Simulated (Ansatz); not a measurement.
**Compressing TiO: a fit and a missing row**

TiO, P6_3/mmc, a = 2.826 Å, c = 5.541 Å. This isn't the usual stable structure of the compound. Ansatz: r2SCAN, PAW, 500 eV, Γ-centred 18×18×8 mesh on 4 atoms, Gaussian smearing 0.10 eV; no spin polarisation. Shape and atoms are relaxed at each volume; pressure is positive in compression.

```tsv
V (Å³/atom)	P (GPa)
9.008	17.62
9.296	?
9.583	0.00
9.871	-6.91
10.158	-12.81
```

Task: Take V0 = 9.583 Å³/atom, fit the third-order Birch–Murnaghan form to the other rows, and predict the missing pressure.

Result: With the Eulerian strain f = ½[(V0/V)^(2/3) − 1] and y = P/[3f(1 + 2f)^(5/2)], the form is the line y = B0 + 1.5 B0 (B0′ − 4) f. Rows (f, y): 0.02106, 251.6; -0.00977, 247.7; -0.01905, 247.0. Means f = -0.002587, y = 248.77; Σ(Δf)² = 0.0008818, ΣΔfΔy = 0.1037; the slope is their ratio. y = 249.1 + 117.7 f GPa, so B0 = 249.1 GPa and B0′ = 4 + 2 × (117.7)/(3 × 249.1) = 4.32. At V = 9.296, f = 0.01024, y = 250.31 and P = 8.09 GPa. The run gave 8.11 GPa, so the fit is 0.02 GPa too low, a small miss on the scale of the series.

Spin polarisation was left out, and a magnetic state may lie lower.